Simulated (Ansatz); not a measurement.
InSe (C2/m) from a database of computed structures, relaxed with r2SCAN+rVV10, was run in Ansatz under altered settings. All numbers are computed, without spin polarisation but where a row says otherwise.

```yaml
crystal:
  lattice:
    - [5.87913, -2.05490, 0.06814]
    - [5.87913, 2.05490, 0.06814]
    - [-1.68332, 0.00000, 4.38589]
  atoms:
    - { symbol: In, position: [0.11320, 0.11320, 0.96513] }
    - { symbol: In, position: [0.88680, 0.88680, 0.03487] }
    - { symbol: Se, position: [0.34258, 0.34258, 0.35094] }
    - { symbol: Se, position: [0.65742, 0.65742, 0.64906] }
```

The base run's other keys:
```yaml
kpoints:
  mp_grid: { grid: [4, 4, 4] }
hamiltonian:
  xc: hse06
scf:
  occupations: { method: fixed }
  n_extra_bands: 5
```

It takes 16 iterations with 2081 plane waves at 420 eV and 24 k points, and leaves a mean stress of +0.55 GPa. The gap over this mesh is 1.899 eV. It ran on 4 threads of Arm Neoverse V2, with other jobs on the host.

Outcomes, with energy and stress as changes against the base:
```tsv
setting	outcome	ΔF (meV/atom)	Δ mean stress (GPa)	gap on the mesh (eV)	iterations	wall time
PBE hybrid, exx coeff 0.75, omega 0.5 1/Å	converged	–	-1.4	2.244	22	42 s
PBE hybrid, exx coeff 0.5, omega 0.2078 1/Å	converged	–	-1.8	2.685	22	42 s
PBE hybrid, exx coeff 0.05, omega 0.2078 1/Å	converged	–	+1.6	1.346	12	28 s
basis.ecutwfc: 600	converged	-1.2	0.0	1.899	16	64 s
```
A dash marks a value that wasn't obtained or can't be compared. Stress is positive in compression. The base took 32 s.

- PBE hybrid, exx coeff 0.75, omega 0.5 1/Å. That is 75 % exact exchange, screened with ω = 0.5 1/Å, against HSE06's 25 % screened at 0.208 1/Å. The mean stress moves by -1.4 GPa and the gap on the mesh by +0.346 eV (to 2.244). Totals of different functionals aren't comparable.
- PBE hybrid, exx coeff 0.5, omega 0.2078 1/Å. That is 50 % exact exchange, screened with ω = 0.2078 1/Å, against HSE06's 25 % screened at 0.208 1/Å. The mean stress moves by -1.8 GPa and the gap on the mesh by +0.786 eV (to 2.685). Totals of different functionals aren't comparable.
- PBE hybrid, exx coeff 0.05, omega 0.2078 1/Å. That is 5 % exact exchange, screened with ω = 0.2078 1/Å, against HSE06's 25 % screened at 0.208 1/Å. The mean stress moves by +1.6 GPa and the gap on the mesh by -0.553 eV (to 1.346). Totals of different functionals aren't comparable.
- basis.ecutwfc: 600. 3571 plane waves in place of 2081. The free energy moves by -1.2 meV an atom, the mean stress by 0.0 GPa and the gap on the mesh by 0.000 eV (to 1.899). The base cutoff was converged to that degree.

No spin-orbit coupling is included; it can move band edges with weight on the heavy atoms by tenths of an eV.

The stress of a hybrid is loosely converged in these runs.

The meshes of the hybrids are coarse, so their gaps aren't converged to the digits shown.
